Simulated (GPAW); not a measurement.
A run of GPAW 26.7.0 is set up as follows.

Contents of run.py:

```python
from ase.eos import EquationOfState
from ase.io import Trajectory, read
from ase.units import GPa
from gpaw import GPAW, PW

atoms = read('CdTe.cif')

traj = Trajectory('eos.traj', 'w')
volumes, energies = [], []
for x in [0.94, 0.96, 0.98, 1.0, 1.02, 1.04, 1.06]:
    a = atoms.copy()
    a.set_cell(atoms.cell * x**(1 / 3), scale_atoms=True)
    calc = GPAW(mode=PW(600),
                xc='LDA',
                kpts={'size': (6, 6, 6), 'gamma': True},
                occupations={'name': 'fermi-dirac', 'width': 0.05},
                nbands=18,
                convergence={'density': 1e-05, 'energy': 1e-05},
                maxiter=150,
                txt=f'eos-{x:.2f}.txt')
    a.calc = calc
    energies.append(a.get_potential_energy(force_consistent=True))
    volumes.append(a.get_volume())
    p = -a.get_stress()[:3].mean() / GPa
    calc.write(f'eos-{x:.2f}.gpw')
    traj.write(a)
    print(f'{x:.2f} {volumes[-1]:10.4f} A^3 {energies[-1]:14.6f} eV {p:9.3f} GPa', flush=True)

v0, e0, B = EquationOfState(volumes, energies, eos='birchmurnaghan').fit()
print(f'V0 = {v0:.4f} A^3, E0 = {e0:.6f} eV, B0 = {B / GPa:.2f} GPa')
```

CdTe.cif

```cif
data_CdTe
_cell_length_a 4.53255447
_cell_length_b 4.53255447
_cell_length_c 4.53255447
_cell_angle_alpha 60.00000000
_cell_angle_beta 60.00000000
_cell_angle_gamma 60.00000000
_space_group_name_H-M_alt 'P1'
_space_group_name_Hall 'P 1'
_space_group_IT_number 1
loop_
_space_group_symop_operation_xyz
'x,y,z'
loop_
_atom_site_label
_atom_site_type_symbol
_atom_site_symmetry_multiplicity
_atom_site_Wyckoff_symbol
_atom_site_fract_x
_atom_site_fract_y
_atom_site_fract_z
_atom_site_occupancy
Te1 Te 1 a 0.7500000000 0.7500000000 0.7500000000 1
Cd1 Cd 1 a 0.0000000000 0.0000000000 0.0000000000 1
```

Potentials or basis: the program's PAW data sets (release 1.2.1) made for this functional, pw.

Launch:

```sh
$ OMP_NUM_THREADS=1 python run.py
```

(1) What does it give for the equilibrium volume?

(2) What does it give for the bulk modulus?

Answers

(1) 32.62 Å³/atom.

(2) 47 GPa.

**Measured values to compare with.**

“Multiscale insight into the Cd1-xZnxTe vibrational-mechanical properties -- High-pressure experiments and ab initio calculations”, 2023, arxiv:2306.14539 quotes, for a powder of CdTe: bulk modulus 42 ± 2 GPa.

Against the measured bulk modulus of CdTe, 42 GPa (powder; quoted in “Multiscale insight into the Cd1-xZnxTe vibrational-mechanical properties -- High-pressure experiments and ab initio calculations”, 2023, arxiv:2306.14539), the calculated 47 GPa is off by +11.5 %. The fit is for a static lattice scaled at fixed shape and fixed fractional positions.
